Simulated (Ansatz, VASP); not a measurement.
## Sb in VASP and in Ansatz

File INCAR:

```
SYSTEM = Sb
PREC = Accurate ; ENCUT = 520
EDIFF = 1E-8 ; ISMEAR = -1
SIGMA = 0.03 ; LREAL = .False.
LASPH = .True. ; NELM = 100
ALGO = Normal ; ISIF = 2
LWAVE = .False. ; LCHARG = .False.
GGA = CA ; LEFG = .True.
NBANDS = 12
```

Contents of KPOINTS:

```
Automatic mesh
0
Gamma
  12 12 7
  0 0 0
```

File POSCAR:

```
Sb
1.0
    3.4350757818      0.0000000000      0.0000000000
   -1.7175378909      2.9748628909      0.0000000000
    0.0000000000      0.0000000000      5.4345363435
Sb
2
Direct
    0.3333333333      0.6666666667      0.2500000000
    0.6666666667      0.3333333333      0.7500000000
```

Input for Ansatz:

```yaml
crystal:
  lattice:
    - [3.4350757818, 0.0, 0.0]
    - [-1.7175378909, 2.9748628909, 0.0]
    - [0.0, 0.0, 5.4345363435]
  atoms:
    - { symbol: Sb, position: [0.3333333333, 0.6666666667, 0.25] }
    - { symbol: Sb, position: [0.6666666667, 0.3333333333, 0.75] }
kpoints:
  mp_grid: { grid: [12, 12, 7] }
scf:
  occupations: { method: fermi_dirac, width: 0.03 }
hamiltonian:
  xc: lda
  pseudopotentials: { kind: all_electron, datasets: crystal }
output:
  forces: true
  stress: true
  eigenvalues: true
  efg: { contact_densities: true }
```

Change from the starting cell: volume scaled by 1.06, crystal datasets.

Alike in both runs: task electric field gradients; functional LDA; k mesh 12 × 12 × 7; occupations fermi-dirac, width 0.03 eV; no spin polarisation.

|  | VASP | Ansatz |
| --- | --- | --- |
| version | VASP 6.6.1 | Ansatz 0.2.0 |
| potentials or method | VASP PAW LDA potentials, release 64 (Sb) | all-electron PAW with datasets made for the crystal, scalar-relativistic |
| plane-wave cutoff (eV) | 520 | see its input |

```csv
,VASP,Ansatz,Ansatz less VASP
pressure (GPa),-4.7,-4.7,-0.03
largest component of the traceless stress (GPa),0.91,0.90,-0.010
Vzz of the field gradient on the site that differs most (V/Å²),25.3,27.2,+1.98
```

Ansatz ran all-electron here, so the differences hold the error of VASP's frozen core and of both bases. Ansatz warned: «gradients_without_spin_orbit».

Spin-orbit coupling is left out, which matters for the levels of Sb.
